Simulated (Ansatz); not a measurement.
Level of theory: DFT PBE+D3(BJ), scalar-relativistic, plane waves, PAW in Ansatz 0.2.0. All cells share a 420 eV cutoff and Γ-centred k meshes spaced at most about 0.3 Å⁻¹ (2π included). No spin polarisation.

These are static total energies at zero pressure.

Question: Order these relaxed structures of TiO2 by energy, lowest first, with the energy over the lowest of them.
A.

```cif
data_structure
_symmetry_space_group_name_H-M 'C2/m'
_symmetry_Int_Tables_number 12
_cell_length_a 8.9935
_cell_length_b 2.9876
_cell_length_c 5.1603
_cell_angle_alpha 90.000
_cell_angle_beta 99.999
_cell_angle_gamma 90.000
_cell_volume 136.55
loop_
_atom_site_label
_atom_site_type_symbol
_atom_site_symmetry_multiplicity
_atom_site_Wyckoff_symbol
_atom_site_fract_x
_atom_site_fract_y
_atom_site_fract_z
_atom_site_occupancy
Ti1 Ti 4 i 0.77345 0.50000 0.26237 1
O1 O 4 i 0.64299 0.00000 0.38116 1
O2 O 4 i 0.63899 0.50000 0.88506 1
```

B.

```cif
data_structure
_symmetry_space_group_name_H-M 'R-3m:H'
_symmetry_Int_Tables_number 166
_cell_length_a 2.9727
_cell_length_b 2.9727
_cell_length_c 14.5839
_cell_angle_alpha 90.000
_cell_angle_beta 90.000
_cell_angle_gamma 120.000
_cell_volume 111.61
loop_
_atom_site_label
_atom_site_type_symbol
_atom_site_symmetry_multiplicity
_atom_site_Wyckoff_symbol
_atom_site_fract_x
_atom_site_fract_y
_atom_site_fract_z
_atom_site_occupancy
Ti1 Ti 3 a 0.00000 0.00000 0.00000 1
O1 O 6 c 0.66667 0.33333 0.93367 1
```

Answer: A (0 meV/atom), B (26 meV/atom). Forms: A C2/m; B R-3m. Counting O atoms around Ti (those within 1.25 times the shortest such distance or 1.15 times the sum of covalent radii): A has Ti 6; B has Ti 6. Origin: A, invented, then shaken at random and relaxed again; B, invented. Shaken at random and relaxed again, B falls into A, 26 meV/atom lower, so it is a saddle point or a shallow minimum. The lowest form computed isn't among them: it has the anatase type, space group I4_1/amd (No. 141), 11.4 Å³/atom, is reached from a cell as deposited in COD and lies 152 meV/atom below the best shown.

Cells without such a test can be saddle points. Some candidate types were left out of the draw beforehand, so a known form may be missing.
